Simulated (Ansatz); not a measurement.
Ga under changes of volume

One of the cells (18.191 Å³/atom); the others are scaled copies at fixed shape and fractional positions:

```
Ga
1.0
     2.77842    0.00000    0.00000
     0.00000    3.28161    0.00000
    -1.34343    0.00000    3.99027
Ga
2
Direct
  0.13460 0.75000 0.77017
  0.86540 0.25000 0.22983
```

This isn't the form of Ga at room conditions, which is orthorhombic.

```yaml
Program: Ansatz 0.2.0
Functional: HSE06
Potentials_or_basis: Ansatz PAW
Cutoff: "420 eV (not typed: the program's choice for these potentials)"
k_mesh: 6 × 6 × 4
Occupations: fermi-dirac, width 0.05 eV
Spin: no spin polarisation
```

```csv
volume (Å³/atom),energy over the lowest point (meV/atom),pressure (GPa),largest force (eV/Å)
17.100,23.84,5.5,0.013
17.463,13.23,3.9,0.018
17.827,6.11,2.5,0.019
18.191,1.75,1.3,0.019
18.555,0.00,0.2,0.022
18.919,?,?,?
19.283,4.02,-1.9,0.035
```

Task: What does the run at 18.919 Å³/atom give?

Result: Energy over the lowest point 0.83 meV/atom; pressure -0.9 GPa; largest force 0.028 eV/Å.

Worked out: A Birch-Murnaghan fit of order 3 (a polynomial in V^(-2/3)) to the other rows has its minimum at 18.61 Å³/atom with B0 = V·E''(V) = 55 GPa and B' = 3.5 at fixed shape and positions, which overstates the stiffness. It gives 0.90 meV/atom at 18.919 Å³/atom, against the run's 0.83, and -dE/dV = -0.9 GPa, against -0.9.

Energies are extrapolated to zero smearing.

Caveats: all runs use coarse meshes; the PAW data sets come from PBE, with cores solved anew for the run's functional, which leaves a small shift of forces and pressure; the thresholds are loose for stress.
